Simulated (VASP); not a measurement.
Input of a VASP 6.6.1 run:

File INCAR:

```
SYSTEM = Ag
PREC = Accurate
ENCUT = 520
EDIFF = 1E-6
ISMEAR = 0
SIGMA = 0.05
LREAL = .False.
LASPH = .True.
NELM = 100
ALGO = Fast
ISIF = 2
LWAVE = .False.
LCHARG = .False.
GGA = CA
NBANDS = 12
```

Contents of KPOINTS:

```
regular mesh
0
Gamma
  9 9 9
  0 0 0
```

File POSCAR:

```
Ag
1.0
   -1.6556540000      1.6556540000      1.6556540000
    1.6556540000     -1.6556540000      1.6556540000
    1.6556540000      1.6556540000     -1.6556540000
Ag
1
Direct
    0.0000000000      0.0000000000      0.0000000000
```

Potentials or basis: VASP PAW LDA potentials, release 64 (Ag).

The run is started by

```bash
$ cat potpaw_LDA.64/Ag/POTCAR > POTCAR
$ mpirun -np 1 vasp_std > vasp.out
```

Task: Estimate the band gap on the k mesh.

Result: None (metal or under the smearing width).

Task: What does it give for the pressure?

Result: -11.2 GPa.
